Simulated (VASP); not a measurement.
BAs: elastic constants with PBEsol

BAs:

```
CELL_PARAMETERS angstrom
0.00000 2.38394 2.38394
2.38394 0.00000 2.38394
2.38394 2.38394 0.00000
ATOMIC_POSITIONS crystal
B 0.00000 0.00000 0.00000
As 0.25000 0.25000 0.25000
```

| Property | Result |
| --- | --- |
| Program | VASP 6.6.1 |
| Task | elastic constants |
| Functional | PBEsol |
| Potentials or basis | VASP PAW PBE potentials, release 64 (B, As) |
| Cutoff | 600 eV |
| k mesh | 10 × 10 × 10 |
| Occupations | gaussian, width 0.01 eV |
| Spin | no spin polarisation |
| Dipole correction | no |
| Ions in elastic constants | relaxed |
| Further INCAR settings | ALGO = Normal; EDIFF = 1e-08; IBRION = 6; POTIM = 0.015; NSW = 1; ISIF = 3 |

```json
{"Elastic constants C11, C12, C44": "280, 75, 150 GPa", "Voigt bulk modulus": "144 GPa", "Highest phonon frequency at Γ, LO-TO splitting left out": "696 cm⁻¹"}
```

Phonon frequencies in cm⁻¹ (negative: imaginary):
| q point | frequencies |
| --- | --- |
| (0.000, 0.000, 0.000) | 0 0 0 696 696 696 |

Elastic tensor in Voigt notation (GPa, in the Cartesian axes of the cell as first typed):
```
280  75  75   0   0   0
 75 280  75   0   0   0
 75  75 280   0   0   0
  0   0   0 150   0   0
  0   0   0   0 150   0
  0   0   0   0   0 150
```

Clamped-ion elastic tensor (GPa):
```
280  75  75   0   0   0
 75 280  75   0   0   0
 75  75 280   0   0   0
  0   0   0 172   0   0
  0   0   0   0 172   0
  0   0   0   0   0 172
```

Wall time 7.9 min on 1 thread of Intel(R) Xeon(R) Platinum 8488C (Sapphire Rapids) (shared host), peak memory 0.29 GiB.

Caveat: the PAW data sets were made with another functional, which shifts forces and pressure a little.
